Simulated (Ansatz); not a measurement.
CaO (rocksalt) was put through Ansatz (plane waves). Cell and atoms come from a relaxation with r2SCAN.

The cell:
```cif
data_structure
_symmetry_space_group_name_H-M 'P 1'
_symmetry_Int_Tables_number 1
_cell_length_a 3.3906
_cell_length_b 3.3906
_cell_length_c 3.3906
_cell_angle_alpha 60.000
_cell_angle_beta 60.000
_cell_angle_gamma 60.000
_cell_volume 27.56
loop_
_atom_site_label
_atom_site_type_symbol
_atom_site_fract_x
_atom_site_fract_y
_atom_site_fract_z
_atom_site_occupancy
Ca1 Ca 0.00000 0.00000 0.00000 1
O1 O 0.50000 0.50000 0.50000 1
```

Abridged output:
```
Functional definition: PBE
Crystal: 2 atoms, lattice volume = 27.563 Å³
Basis set: ecut = 420 eV, 537 PW (Γ)
Bands: 12, of which v1, the nominal top of the filled ones, is band 8 counted from 1 (7 counted from 0)
Symmetry: 48 space group operations
Space group: Fm-3m (ITA 225)
k-points: 16 of 216
preconditioner: auto → none  [insulator: Δε(μ)=3.651 eV  ℏωp=26.5 eV]
Free energy (F): -2387.717729 eV
Fermi energy:    7.772552 eV
--- Per-component energies (eV) ---
  E_band       = -99.480410
  E_kinetic    = 456.484439
  E_local      = -887.906223
  E_nonlocal   = 111.522331
  E_hartree    = 294.499275
  E_xc         = -213.390318
  E_vxc        = -268.487870
  E_paw        = -1016.337597
  E_vpaw       = -100.094257
  E_ewald      = -1132.592060
--- G₀W₀: contour deformation, 6 samples at zero and on the imaginary axis and 2 off it, 216 q-points, 62 empty bands' worth ---
    ik  band        ε_KS         Σx   Σc(E_QP)       V_xc       Z   E_QP_lin       E_QP  E_QP is
     0     7      7.7726   -25.5040     4.5228   -20.2163  0.7570     6.9998     7.0077  root
     0     8      7.7726   -25.5040     4.5228   -20.2163  0.7570     6.9998     7.0077  root
     0     9     12.5614    -7.5901    -3.9419   -12.1856  0.8326    13.2185    13.2148  root
     0    10     14.0277    -7.5675    -5.0724   -14.6046  0.8119    16.0483    15.9925  root
     1     7      7.4218   -24.9230     4.4871   -19.6439  0.7556     6.6209     6.6298  root
     1     8      7.4218   -24.9230     4.4871   -19.6439  0.7556     6.6209     6.6298  root
     1     9     13.6639    -8.0839    -4.0578   -12.9915  0.8231    14.5210    14.5138  root
     1    10     14.0100    -8.2831    -4.7736   -14.8426  0.8076    15.8408    15.7959  root
     4     7      7.5871   -25.1791     4.4975   -19.8844  0.7570     6.7812     6.7900  root
     4     8      7.5871   -25.1791     4.4975   -19.8844  0.7570     6.7812     6.7900  root
     4     9     13.1718    -6.9082    -4.7771   -13.3764  0.8199    14.8990    14.8629  root
     4    10     13.6854    -8.1932    -4.1046   -13.2166  0.8233    14.6126    14.6042  root
     5     7      7.0525   -24.3592     4.4644   -19.0408  0.7547     6.1875     6.1985  root
     5     8      7.2231   -24.7201     4.5016   -19.3859  0.7550     6.3804     6.3906  root
     5     9     13.0925    -7.2303    -4.6189   -13.4501  0.8179    14.7251    14.6934  root
     5    10     15.0213    -8.8609    -4.4213   -14.5366  0.8080    16.2965    16.2758  root
     7     7      6.6397   -24.1363     4.5753   -18.6981  0.7490     5.7647     5.7768  root
     7     8      6.8225   -24.0811     4.4710   -18.7094  0.7542     5.9090     5.9217  root
     7     9     14.4339    -8.7194    -4.7897   -15.2796  0.7988    16.2534    16.2043  root
     7    10     15.2148    -8.9813    -4.8990   -15.6009  0.7936    16.9860    16.9354  root
     8     7      6.9378   -24.3822     4.5255   -19.0282  0.7517     6.0987     6.1093  root
     8     8      7.3148   -24.5649     4.4219   -19.3014  0.7575     6.4630     6.4732  root
     8     9     13.8403    -8.0120    -4.7244   -14.4666  0.8087    15.6123    15.5705  root
     8    10     14.6232    -8.6676    -4.3030   -14.1296  0.8134    15.7982    15.7821  root
     9     7      7.4158   -25.1345     4.5401   -19.7532  0.7562     6.5645     6.5746  root
     9     8      7.4158   -25.1345     4.5401   -19.7532  0.7562     6.5645     6.5746  root
     9     9     11.9229    -6.3687    -4.4252   -12.1999  0.8288    13.3499    13.3289  root
     9    10     15.1960    -8.5283    -4.7396   -14.7946  0.8125    16.7540    16.7227  root
    10     7      6.9260   -24.2878     4.4845   -18.8943  0.7548     6.0044     6.0171  root
    10     8      7.1819   -24.8948     4.5561   -19.4822  0.7544     6.3146     6.3255  root
    10     9     12.2792    -7.1304    -4.3557   -12.9290  0.8228    13.7450    13.7222  root
    10    10     15.9702    -9.4276    -5.1808   -16.6001  0.7955    18.0331    17.9619  root
    12     7      7.4009   -25.2630     4.5733   -19.8347  0.7559     6.5355     6.5460  root
    12     8      7.4009   -25.2630     4.5733   -19.8347  0.7559     6.5355     6.5460  root
    12     9     11.4254    -6.2420    -4.2977   -11.8542  0.8316    12.7571    12.7399  root
    12    10     15.8757    -9.9034    -5.2580   -17.4112  0.8027    18.2043    18.1256  root
  […]
```

The points are ik 0 = (0, 0, 0) (Γ), ik 1 = (0, 0, 1/6), ik 4 = (0, 1/6, 1/6), ik 5 = (0, 1/6, 1/3), ik 7 = (0, 1/6, -1/3), ik 8 = (0, 1/6, -1/6), ik 9 = (0, 1/3, 1/3), ik 10 = (0, 1/3, -1/2), ik 12 = (0, -1/2, -1/2), ik 13 = (1/6, 1/3, -1/2), ik 14 = (1/6, 1/3, -1/3), ik 15 = (1/6, -1/2, -1/3); band 8 is the last filled one.

Q: What input produced it? Give the YAML.

A:
```yaml
crystal:
  # lattice and atoms as above
kpoints:
  mp_grid: { grid: [6, 6, 6] }
hamiltonian:
  xc: pbe
scf:
  occupations: { method: fixed }
gw:
  n_empty_bands: 62
  ecut_chi: 100
  qp_bands: [v2, c2]
  qp_kpoints: band_edges
  screening: { model: contour_deformation }
```
The quasiparticle table needs the gw block. Not every key shows in the log; this is the file that was used.

Wall time 5.7 s on 1 × NVIDIA H100 80GB HBM3 with 2 threads of AMD EPYC 7R13 Processor (Zen 3) (shared host), load about 2.4 per core; peak host memory 1.3 GiB.

The values are computed, spin-unpolarised, and not measurements.
